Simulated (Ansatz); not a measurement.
# TaN (Fm-3m): following an unstable mode, part 2 of 3

Wanted: the energy along a soft mode of TaN (Fm-3m) and the structure at the end.

Ansatz 0.2.0; DFT PBEsol, scalar-relativistic, plane waves, PAW; PAW set soft_1.

So far, highest frequency on the path or at a solved wavevector (cm⁻¹): step 2 (phonons on a q mesh) 617. Also lowest frequency on the path (cm⁻¹): step 2 -262.

### Step 4. The mode frozen in, largest atomic shift 0.14 Å

The atoms are moved along the unstable eigenvector, the largest shift by 0.14 Å, with the cell fixed.

Contents of input.yaml:

```yaml
crystal:
  lattice:
    - [0.0, 0.0, -4.3747874036]
    - [4.3747874036, 0.0, 0.0]
    - [2.1873937018, -4.3747874036, -2.1873937018]
  atoms:
    - { symbol: Ta, position: [0.5128598567, 0.0128598567, 0.0] }
    - { symbol: Ta, position: [-0.0128598567, 0.4871401433, 0.0] }
    - { symbol: Ta, position: [0.2628598567, 0.2628598567, 0.5] }
    - { symbol: Ta, position: [0.7371401433, 0.7371401433, 0.5] }
    - { symbol: "N", position: [0.7726285166, 0.2273714834, 0.5] }
    - { symbol: "N", position: [0.2273714834, 0.7726285166, 0.5] }
    - { symbol: "N", position: [0.4773714834, 0.5226285166, 0.0] }
    - { symbol: "N", position: [0.0226285166, -0.0226285166, 0.0] }
kpoints:
  mp_grid: { grid: [10, 10, 10] }
hamiltonian:
  xc: pbesol
  pseudopotentials: { kind: paw, azcp: { folder: soft_1 }, xc_functional: pbe }
scf:
  occupations: { method: methfessel_paxton, width: 0.2 }
output:
  forces: true
  stress: true
  eigenvalues: true
```

Started as:

```
ansatz run input.yaml --threads 4 --pin off --max-ram 10240MiB --backend cpu --events-out ev --progress --plain --runs-dir out
```

Numbers of over 12 decimals in the logs are rounded to 6 here.

What it wrote:

```text
[...]
Crystal: 8 atoms, lattice volume = 83.728 Å³
Basis set: ecut = 420 eV, 1647 PW (Γ), exchange–correlation on 60×60×72 points (8 copies of the dense FFT grid, shifted against one another)
Bands: 44, of which v1, the nominal top of the filled ones, is band 36 counted from 1 (35 counted from 0)
Symmetry: 8 space group operations
[...]
k-points: 171 of 1000
[...]
k-point 0: bands = [... 32 lower, 18.0811, 19.5095, 19.5269, 19.6949, 21.0468, 21.3579, 21.5666, 21.6316, ... 4 higher]
  k-point 1: bands = [... 32 lower, 17.8676, 19.3569, 19.8551, 20.0069, 20.3569, 20.4797, 22.0246, 22.2197, ... 4 higher]
  k-point 2: bands = [... 32 lower, 17.5114, 18.8250, 19.4336, 19.6628, 20.5973, 20.7192, 22.2782, 22.7945, ... 4 higher]
  k-point 170: bands = [... 32 lower, 21.9540, 21.9540, 22.2231, 22.2231, 23.1518, 23.1518, 23.7839, 23.7839, ... 4 higher]
[key lines of the parts left out:]
SCF converged after 8 iterations
Free energy (F): -40752.080966 eV
Fermi energy:    21.576745 eV
P = ⅓ Tr σ = 0.0978 GPa (0.978 kbar)
```

It took 11 s on 4 threads of Arm Neoverse V1, shared host; peak memory 0.7 GiB; 42 s of CPU time.

This step gave:

```
pressure                         : 0.09778 GPa
energy from the undistorted cell : -19.92 meV/atom
```

The energy, extrapolated to zero smearing, is -19.92 meV/atom against the undistorted cell.

The run ends at a pressure of 0.10 GPa, with forces up to 0.84 eV/Å.

### Step 5. Energy along the mode, all amplitudes (two of the runs are shown above)

An imaginary frequency means negative curvature, so the energy should fall and then rise again as anharmonic terms take over.

Numbers from this step:

```yaml
depth_at_the_lowest_point_sampled: 19.92 meV/atom
largest_atomic_shift_at_that_point: 0.14 Å
```

Energy from the parent against largest atomic shift:

```
largest atomic shift (Å)  energy from the parent (meV/atom)
                   0.000                                  0
                   0.040                              -3.68
                   0.080                              -11.0
                   0.140                              -19.9
                   0.220                              -13.8
                   0.320                               62.3
```

Displacement at unit largest shift by atom:

```
atom   x (Å)  y (Å)   z (Å)   size
 Ta1   0.402  0.000  -0.402  0.569
 Ta2  -0.402  0.000   0.402  0.569
 Ta3   0.402  0.000  -0.402  0.569
 Ta4  -0.402  0.000   0.402  0.569
  N5  -0.707  0.000  -0.707  1.000
  N6   0.707  0.000   0.707  1.000
  N7   0.707  0.000   0.707  1.000
  N8  -0.707  0.000  -0.707  1.000
```

The lowest of the steps tried is at 0.14 Å, 19.9 meV/atom below the parent; the bottom of the well need not coincide with a step.

### Step 6. Relaxation from the frozen mode

Starting from the lowest point found, all atoms and the cell are let go, so that strain and other modes of the same symmetry can join in.

input.yaml, as its differences from that of step 4:

```diff
@@ -25 +25,6 @@
   eigenvalues: true
+relax:
+  adjacent_minimum: "off"
+  f_tol: 0.002
+  max_steps: 120
+  cell: { stress_tol: 0.03 }
```

What it wrote:

```text
[...]
Crystal: 8 atoms, lattice volume = 83.728 Å³
Basis set: ecut = 420 eV, 1647 PW (Γ), exchange–correlation on 60×60×72 points (8 copies of the dense FFT grid, shifted against one another)
Bands: 44, of which v1, the nominal top of the filled ones, is band 36 counted from 1 (35 counted from 0)
Symmetry: 8 space group operations
[...]
k-points: 171 of 1000
[...]
SCF iter   1: F=—  HF=-40752.496313 eV  |F-HF|=—  |Δ(HF+E_count)|=         —  Δρ=4.95e-2  dr2=2.04e0  ethr=3.10e-3  ⟨swp⟩=4.7  Hψ=27801  notcnv=0
[...]
SCF iter   8: F=-40752.080966 eV  HF=-40752.080966 eV  |F-HF|=5.09e-10  |Δ(HF+E_count)|=   7.77e-9  S|Δr|=    0.00e0  Δρ=1.25e-6  dr2=1.07e-9  ethr=6.88e-11  ⟨swp⟩=2.0  Hψ=23842  notcnv=0
SCF 1 converged in 8 iterations: F = -40752.080966 eV  dr2 = 1.07e-9
[...]
relax step   1: F+E_penalty+E_count = -40752.08096597 eV  Δ(F+E_penalty+E_count) = +0.000e0 eV  max|allowed force component| = 5.959e-1 eV/Å  Δτ_max = 0.0000 Å  P = +0.098 GPa  Ω = 83.728 Å³  (8 SCF iters, dr2 threshold 1.00e-7 eV, accepted)
Crystal: 8 atoms, lattice volume = 83.280 Å³
Basis set: ecut = 420 eV, 1615 PW (Γ), exchange–correlation on 60×60×72 points (8 copies of the dense FFT grid, shifted against one another)
[...]
SCF iter   6: F=-40752.185610 eV  HF=-40752.185610 eV  |F-HF|=2.42e-7  |Δ(HF+E_count)|=   2.16e-6  S|Δr|=    0.00e0  Δρ=2.42e-5  dr2=5.08e-7  ethr=1.11e-9  ⟨swp⟩=5.4  Hψ=37194  notcnv=0
SCF 2 converged in 6 iterations: F = -40752.185610 eV  dr2 = 5.08e-7
relax step   2: F+E_penalty+E_count = -40752.18560979 eV  Δ(F+E_penalty+E_count) = -1.046e-1 eV  max|allowed force component| = 1.103e-1 eV/Å  Δτ_max = 0.0512 Å  P = +2.407 GPa  Ω = 83.280 Å³  energy of the carried Pulay correction = +8.357e-4 eV  (6 SCF iters, dr2 threshold 8.00e-7 eV, accepted)
Crystal: 8 atoms, lattice volume = 84.235 Å³
Basis set: ecut = 420 eV, 1643 PW (Γ), exchange–correlation on 60×60×72 points (8 copies of the dense FFT grid, shifted against one another)
[...]
SCF iter   5: F=-40752.194931 eV  HF=-40752.194931 eV  |F-HF|=8.93e-8  |Δ(HF+E_count)|=   2.96e-6  S|Δr|=    0.00e0  Δρ=1.63e-5  dr2=2.10e-7  ethr=1.11e-9  ⟨swp⟩=5.1  Hψ=35842  notcnv=0
SCF 3 converged in 5 iterations: F = -40752.194931 eV  dr2 = 2.10e-7
[...]
relax step   3: F+E_penalty+E_count = -40752.19493052 eV  Δ(F+E_penalty+E_count) = -9.321e-3 eV  max|allowed force component| = 3.056e-2 eV/Å  Δτ_max = 0.0141 Å  P = -1.647 GPa  Ω = 84.235 Å³  energy of the carried Pulay correction = -9.414e-4 eV  (5 SCF iters, dr2 threshold 8.00e-7 eV, accepted)
[...]
relax step   4: F+E_penalty+E_count = -40752.19890499 eV  Δ(F+E_penalty+E_count) = -3.974e-3 eV  max|allowed force component| = 1.190e-2 eV/Å  Δτ_max = 0.0049 Å  P = -0.117 GPa  Ω = 83.870 Å³  energy of the carried Pulay correction = -2.640e-4 eV  (4 SCF iters, dr2 threshold 8.00e-7 eV, accepted)
[...]
relax step   5: F+E_penalty+E_count = -40752.19901670 eV  Δ(F+E_penalty+E_count) = -1.117e-4 eV  max|allowed force component| = 5.269e-3 eV/Å  Δτ_max = 0.0007 Å  P = +0.051 GPa  Ω = 83.832 Å³  energy of the carried Pulay correction = -1.943e-4 eV  (4 SCF iters, dr2 threshold 8.62e-8 eV, accepted)
[...]
relax step   6: F+E_penalty+E_count = -40752.19900903 eV  Δ(F+E_penalty+E_count) = +7.674e-6 eV  max|allowed force component| = 3.484e-4 eV/Å  Δτ_max = 0.0007 Å  P = +0.003 GPa  Ω = 83.842 Å³  energy of the carried Pulay correction = -2.130e-4 eV  (4 SCF iters, dr2 threshold 1.01e-8 eV, accepted)
[...]
relax step   7: F+E_penalty+E_count = -40752.19965618 eV  Δ(F+E_penalty+E_count) = -6.472e-4 eV  max|allowed force component| = 3.496e-4 eV/Å  Δτ_max = 0.0000 Å  P = +0.013 GPa  Ω = 83.842 Å³  stress off target by 8.81e-2 GPa  SCF on the basis re-selected at this cell (its energy is not comparable with the rows above)  (6 SCF iters)
[...]
relax step   8: F+E_penalty+E_count = -40752.19965626 eV  Δ(F+E_penalty+E_count) = -7.943e-8 eV  max|allowed force component| = 7.627e-5 eV/Å  Δτ_max = 0.0001 Å  P = +0.002 GPa  Ω = 83.848 Å³  energy of the carried Pulay correction = -9.528e-6 eV  (4 SCF iters, dr2 threshold 1.94e-8 eV, accepted)
[...]
SCF iter   5: F=-40752.199671 eV  HF=-40752.199671 eV  |F-HF|=1.46e-11  |Δ(HF+E_count)|=  3.64e-11  S|Δr|=    0.00e0  Δρ=1.15e-7  dr2=5.91e-12  ethr=1.00e-12  ⟨swp⟩=6.7  Hψ=32959  notcnv=0
SCF 9 converged in 5 iterations: F = -40752.199671 eV  dr2 = 5.91e-12
relax step   9: F+E_penalty+E_count = -40752.19967057 eV  Δ(F+E_penalty+E_count) = -1.431e-5 eV  max|allowed force component| = 1.000e-4 eV/Å  Δτ_max = 0.0000 Å  P = +0.002 GPa  Ω = 83.848 Å³  stress off target by 3.33e-3 GPa  SCF on the basis re-selected at this cell (its energy is not comparable with the rows above)  (5 SCF iters)
[...]
SCF converged after 5 iterations
[...]
Free energy (F): -40752.199671 eV
[...]
Internal energy: -40752.196768 eV  (E = F + TS)
E sigma→0 (E₀):  -40752.198945 eV
Entropy (-TS):   -0.002903 eV (-0.363 meV/atom)
Fermi energy:    21.337194 eV
[...]
--- Forces (eV/Å), atoms counted from 1 ---
  atom   1  Ta    -0.00010003     0.00000000     0.00010003
  atom   2  Ta     0.00010003    -0.00000000    -0.00010003
  atom   3  Ta    -0.00010003     0.00000000     0.00010003
  atom   4  Ta     0.00010003    -0.00000000    -0.00010003
  atom   5  N      0.00007340    -0.00000000     0.00007340
  atom   6  N     -0.00007340     0.00000000    -0.00007340
  atom   7  N     -0.00007340     0.00000000    -0.00007340
  atom   8  N      0.00007340    -0.00000000     0.00007340
  max |Σ_I F_I| component: 2.78e-17 eV/Å
--- Stress (GPa, compression-positive) ---
        0.001231       0.000000       0.000860
        0.000000       0.003328       0.000000
        0.000860       0.000000       0.001231
  P = ⅓ Tr σ = 0.0019 GPa (0.019 kbar)
--- Band table (eV; the first three rows and the last of 171) ---
  k-point 0: bands = [... 32 lower, 18.0110, 19.0867, 19.5760, 19.9717, 21.0512, 21.2501, 21.6249, 21.7994, ... 4 higher]
  k-point 1: bands = [... 32 lower, 17.7226, 19.4125, 19.4926, 20.2834, 20.4325, 20.4646, 22.1682, 22.2333, ... 4 higher]
  k-point 2: bands = [... 32 lower, 17.3710, 18.8766, 19.5530, 19.6818, 20.2921, 21.0076, 22.4323, 22.6551, ... 4 higher]
  k-point 170: bands = [... 32 lower, 21.5705, 21.5705, 21.7634, 21.7634, 22.7416, 22.7416, 23.7983, 23.7983, ... 4 higher]
--- Relaxed structure (7 steps of the walk, 7 accepted, 2 SCFs on fresh bases) ---
  F+E_penalty+E_count = -40752.19967057 eV   max|allowed force component| = 1.000e-4 eV/Å   (the final SCF, on the basis selected at the relaxed cell)
  cell:  # Å, volume = 83.8478 Å³
    - [-0.052930, 0.0, -4.397421]
    - [4.397421, 0.0, 0.052930]
    - [2.172246, -4.336693, -2.172246]
  atoms:
    - { symbol: Ta, position: [0.522720, 0.022720, 0] }
    - { symbol: Ta, position: [-0.022720, 0.477280, 0] }
    - { symbol: Ta, position: [0.272720, 0.272720, 0.500000] }
    - { symbol: Ta, position: [0.727280, 0.727280, 0.500000] }
    - { symbol: N, position: [0.775969, 0.224031, 0.500000] }
    - { symbol: N, position: [0.224031, 0.775969, 0.500000] }
    - { symbol: N, position: [0.474031, 0.525969, 0] }
    - { symbol: N, position: [0.025969, -0.025969, 0] }
```

It took 87 s on 4 threads; peak memory 0.75 GiB; 5.7 min of CPU time.

Step by step:

```
step  energy less that of the first step (eV)  largest force component (eV/Å)  pressure (GPa)  volume (Å³)
   1                                   0.0000                          0.5959            0.10        83.73
   2                                  -0.1046                          0.1103            2.41        83.28
   3                                  -0.1140                          0.0306           -1.65        84.24
   4                                  -0.1179                          0.0119           -0.12        83.87
   5                                  -0.1181                          0.0053            0.05        83.83
   6                                  -0.1180                          0.0003            0.00        83.84
  7*                                  -0.1187                          0.0003            0.01        83.84
   8                                  -0.1187                          0.0001            0.00        83.85
  9*                                  -0.1187                          0.0001            0.00        83.85
```

Relaxation steps marked * repeat the geometry before them on a plane-wave basis chosen anew for their cell, so energy and pressure can jump there.

Forces are held to the 8 operations that the run works with; a distortion that breaks them can't arise in this run.

```
conventional cell, symmetrised  before  after  change
                         a (Å)   6.187  6.144  -0.7 %
                         b (Å)   6.187  6.294  +1.7 %
                         c (Å)   8.750  8.673  -0.9 %
              volume (Å³/atom)   10.47  10.48  +0.1 %
```

The atoms that moved most (Å, as changes of fractional coordinates times the final cell):

```
atom      dx     dy      dz  length
 Ta2  -0.043  0.000   0.043   0.061
 Ta1   0.043  0.000  -0.043   0.061
 Ta3   0.043  0.000  -0.043   0.061
 Ta4  -0.043  0.000   0.043   0.061
  N8  -0.015  0.000  -0.015   0.021
  N6   0.015  0.000   0.015   0.021
  N5  -0.015  0.000  -0.015   0.021
  N7   0.015  0.000   0.015   0.021
```

The relaxed structure:

```xyz
8
Lattice="-0.0529 0.0000 -4.3974 4.3974 0.0000 0.0529 2.1722 -4.3367 -2.1722" Properties=species:S:1:pos:R:3 pbc="T T T"
Ta    0.0722    0.0000   -2.2974
Ta    2.1000    0.0000    0.1252
Ta    2.2710   -2.1683   -2.2710
Ta    4.2458   -2.1683   -4.2458
N     2.0302   -2.1683   -4.4865
N     4.4865   -2.1683   -2.0302
N     2.2878    0.0000   -2.0567
N    -0.1156    0.0000   -0.1156
```

Numbers from this step:

- pressure: 0.001930 GPa
- volume per atom: 10.48 Å³

The distorted start has space group Fddd; the relaxation ends in Fddd.

### Step 7. The new phase in its own primitive cell

The relaxed structure is symmetrised, reduced to its primitive cell and relaxed tightly, as its phonons need.

input.yaml, the sections that differ from step 6:

```yaml
crystal:
  lattice:
    - [0.0, 3.1468731395, 4.3366927514]
    - [3.0720194799, 0.0, 4.3366927514]
    - [3.0720194799, 3.1468731395, 0.0]
  atoms:
    - { symbol: Ta, position: [0.7272801658, 0.2727198342, 0.2727198342] }
    - { symbol: Ta, position: [0.2727198342, 0.7272801658, 0.7272801658] }
    - { symbol: Ta, position: [0.9772801658, 0.5227198342, 0.5227198342] }
    - { symbol: Ta, position: [0.5227198342, 0.9772801658, 0.9772801658] }
    - { symbol: "N", position: [0.4740314803, 0.0259685197, 0.4740314803] }
    - { symbol: "N", position: [0.0259685197, 0.4740314803, 0.0259685197] }
    - { symbol: "N", position: [0.7759685197, 0.2240314803, 0.7759685197] }
    - { symbol: "N", position: [0.2240314803, 0.7759685197, 0.2240314803] }
relax:
  adjacent_minimum: "off"
  f_tol: 0.001
  max_steps: 60
  cell: { stress_tol: 0.01 }
# kpoints, hamiltonian, scf, output: as in step 6
```

What it wrote:

```text
[...]
Crystal: 8 atoms, lattice volume = 83.848 Å³
Basis set: ecut = 420 eV, 1635 PW (Γ), exchange–correlation on 72×72×60 points (8 copies of the dense FFT grid, shifted against one another)
Bands: 44, of which v1, the nominal top of the filled ones, is band 36 counted from 1 (35 counted from 0)
Symmetry: 8 space group operations
[...]
k-points: 171 of 1000
[...]
- { symbol: Ta, position: [0.727280, 0.272720, 0.272720] }
    - { symbol: Ta, position: [0.272720, 0.727280, 0.727280] }
    - { symbol: Ta, position: [0.977280, 0.522720, 0.5227198342] }
    - { symbol: Ta, position: [0.522720, 0.977280, 0.977280] }
    - { symbol: N, position: [0.474031, 0.025969, 0.474031] }
    - { symbol: N, position: [0.025969, 0.4740314803, 0.025969] }
    - { symbol: N, position: [0.775969, 0.224031, 0.775969] }
    - { symbol: N, position: [0.224031, 0.7759685197, 0.224031] }
[key lines of the parts left out:]
SCF converged after 6 iterations
Free energy (F): -40752.199671 eV
Fermi energy:    21.337194 eV
P = ⅓ Tr σ = 0.0019 GPa (0.019 kbar)
```

The job ended after 22 s (4 threads; peak memory 0.74 GiB; 87 s of CPU time).

Little changed from the start: no atom moved by 0.005 Å and no cell edge by 0.1 %.

Numbers from this step:

```yaml
pressure: 0.001932 GPa
```

The largest force component left is 0.14 meV/Å and the pressure is 0.002 GPa, within the tolerances set. The cell now holds 10.48 Å³/atom.

(Continued in part 3 of 3.)

[Logs are printed without paths, hosts, clocks, repeated set-up lines and the standing remarks that a program may print on its own settings, such as how far it seeks lower states.]

[Hosts, paths, dates, database ids (printed as entryN), source tags and the programs' standing remarks are cut or masked in the printed files.]
